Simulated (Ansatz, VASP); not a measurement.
# SiC in VASP and in Ansatz

```
Si C
1.0
     0.00000    2.14018    2.14018
     2.14018    0.00000    2.14018
     2.09509    2.09509    0.04509
Si C
1 1
Cartesian
  0.0000 0.0000 0.0000
  3.1764 3.1764 3.2441
```

Alike in both runs: task single point; functional PBE; k mesh 12 × 12 × 12; occupations gaussian, width 0.05 eV; no spin polarisation.

|  | VASP | Ansatz |
| --- | --- | --- |
| version | VASP 6.6.1 | Ansatz 0.2.0 |
| potentials or method | VASP PAW PBE potentials, release 64 (Si, C) | scalar-relativistic, plane waves, PAW |
| plane-wave cutoff (eV) | 520 | 520 |
| valence electrons in the cell | 8 | 8 |

Ansatz gave:

* gap on the k mesh at the Fermi level (eV): 1.12
* least direct gap on the mesh (eV): 4.42
* pressure (GPa): 26.5
* largest component of the traceless stress (GPa): 7.54
* rms of the force components (eV/Å): 0.323

Which values does VASP return?

gap on the k mesh at the Fermi level (eV): 1.12; least direct gap on the mesh (eV): 4.41; pressure (GPa): 26.4; largest component of the traceless stress (GPa): 7.57; rms of the force components (eV/Å): 0.322.

Atom by atom the forces differ by 0.001 eV/Å (rms over components).

Caveats: so large a pressure means that the cell lies far from this level's equilibrium, or that cutoff or potentials fall short (VASP). A k mesh can miss the band edges.
